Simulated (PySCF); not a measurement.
## tert-butanol: 4 charge schemes on one density

Species: tert-butanol, C4H10O.
Cartesian coordinates in Å at the GFN2-xTB level; atoms count from 1:
```xyz
15
C4H10O angstrom
C     -0.7297   -1.2464    0.0425
C      0.0488    0.0594    0.2428
C     -0.6076    1.1889   -0.5604
C      1.5056   -0.1215   -0.1828
O      0.0832    0.3991    1.6216
H     -1.7684   -1.1232    0.3466
H     -0.7080   -1.5434   -1.0023
H     -0.2857   -2.0374    0.6422
H     -1.6480    1.3142   -0.2636
H     -0.0819    2.1239   -0.3807
H     -0.5760    0.9665   -1.6233
H      1.5651   -0.3862   -1.2345
H      1.9637   -0.9073    0.4113
H      2.0553    0.8000   -0.0121
H     -0.8209    0.5215    1.9310
```

Density: PBE0/pcSseg-1 (PySCF); schemes: Mulliken, IAO, Hirshfeld and ESP-fitted. Isolated species at its GFN2-xTB geometry, gas phase.

Q: Tabulate the Mulliken, IAO, Hirshfeld and ESP-fitted charges.

A: In e:

```csv
atom,environment,Mulliken,IAO,Hirshfeld,ESP-fitted
C1,methyl carbon,-0.183,-0.436,-0.130,-0.630
C2,carbinol carbon (C–OH),-0.229,+0.252,+0.093,+0.833
C3,methyl carbon,-0.183,-0.436,-0.130,-0.625
C4,methyl carbon,-0.172,-0.422,-0.124,-0.559
O5,alcohol oxygen,-0.425,-0.558,-0.224,-0.707
H6,methyl hydrogen,+0.096,+0.130,+0.036,+0.133
H7,methyl hydrogen,+0.103,+0.139,+0.041,+0.154
H8,methyl hydrogen,+0.117,+0.145,+0.039,+0.147
H9,methyl hydrogen,+0.096,+0.130,+0.036,+0.132
H10,methyl hydrogen,+0.117,+0.145,+0.039,+0.145
H11,methyl hydrogen,+0.103,+0.139,+0.042,+0.154
H12,methyl hydrogen,+0.103,+0.137,+0.041,+0.123
H13,methyl hydrogen,+0.116,+0.146,+0.041,+0.150
H14,methyl hydrogen,+0.116,+0.146,+0.041,+0.150
H15,hydroxyl hydrogen,+0.224,+0.341,+0.158,+0.400
```

Mean size of the charges over all atoms: ESP-fitted 0.336 e, IAO 0.247 e, Mulliken 0.159 e, Hirshfeld 0.081 e. Each set sums to the total charge, 0, to within 0.001 e. The IAO scheme counts the electrons in orthogonalised intrinsic atomic orbitals, a minimal basis polarised so that it spans the occupied orbitals exactly.

Lowest charge. All schemes agree: Mulliken O5 (-0.425); IAO O5 (-0.558); Hirshfeld O5 (-0.224); ESP-fitted O5 (-0.707).

Highest charge. The schemes don't all agree: Mulliken H15 (+0.224); IAO H15 (+0.341); Hirshfeld H15 (+0.158); ESP-fitted C2 (+0.833).

Q: Sum the charges by element, for elements with more than one atom.

A: 
```json
{"element": "C", "atoms": "4", "Mulliken": "-0.767", "IAO": "-1.041", "Hirshfeld": "-0.290", "ESP-fitted": "-0.981"}
{"element": "H", "atoms": "10", "Mulliken": "+1.191", "IAO": "+1.599", "Hirshfeld": "+0.514", "ESP-fitted": "+1.688"}
```

Q: How closely do the schemes follow one another over all atoms?

A: Correlation coefficient and root-mean-square difference: IAO with Hirshfeld 0.98, 0.189 e; IAO with ESP-fitted 0.95, 0.174 e; Hirshfeld with ESP-fitted 0.94, 0.329 e; Mulliken with Hirshfeld 0.81, 0.115 e; Mulliken with IAO 0.81, 0.175 e; Mulliken with ESP-fitted 0.59, 0.346 e.
